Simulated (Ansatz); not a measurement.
# Field gradients of GaSe from run to run

Cell of run 1: a COD entry whose atoms were relaxed with PBE, the cell held.

```xyz
8
Lattice="3.7500 0.0000 0.0000 -1.8750 3.2476 0.0000 0.0000 0.0000 15.9200" Properties=species:S:1:pos:R:3 pbc="T T T"
Ga    0.0000    2.1651   14.7685
Ga    1.8750    1.0825    6.8085
Ga    0.0000    2.1651    9.1115
Ga    1.8750    1.0825    1.1515
Se    0.0000    2.1651    2.4896
Se    1.8750    1.0825   10.4496
Se    0.0000    2.1651    5.4704
Se    1.8750    1.0825   13.4304
```

Sites (sets of like atoms) are named by element and the number of their first atom in this list.

All runs are DFT with Ansatz 0.2.0 (plane waves and PAW, scalar-relativistic unless spin–orbit coupling is named, Γ-centred meshes, Fermi–Dirac smearing where given) in this cell.

Run 1: PBE, atoms relaxed; 420 eV, 14×14×3 k-points, smearing 0.05 eV.
Run 2: r2SCAN, at the relaxed atoms; 500 eV, 14×14×3 k-points, smearing 0.05 eV.
Run 3: PBE with spin–orbit coupling, at the relaxed atoms; 420 eV, 14×14×3 k-points, smearing 0.05 eV.
Run 4: LDA, at the relaxed atoms; 420 eV, 14×14×3 k-points, smearing 0.05 eV.
Run 5: PBEsol, at the relaxed atoms; 420 eV, 14×14×3 k-points, smearing 0.05 eV.

Q: What does each run give, and what moves the gradients most?

A: 

```csv
run,Ga V_zz (η),Se V_zz (η)
1,0.053 (0.00),16.64 (0.00)
2,-0.25 (0.00),17.02 (0.00)
3,0.051 (0.00),16.50 (0.00)
4,0.23 (0.00),16.81 (0.00)
5,0.13 (0.00),16.39 (0.00)
```

V_zz in 10²¹ V/m². Against run 1, the gradient tensors on these sites move by at most 0.38 in run 2 (Se), 0.14 in run 3 (Se), 0.18 in run 4 (Ga), 0.26 in run 5 (Se). Taken one at a time, the functional (between the two that differ most) moves the tensors on these sites by up to 0.63 (largest principal value of the change, on Se), spin–orbit coupling by 0.14 (Se).

In runs 1, 2, 3, 4, 5 there is no gap above 0.1 eV, so the gradients can move by 10 % or more with the k-mesh. In run 2 the atoms aren't at the calculated equilibrium (largest force 0.29 eV/Å).
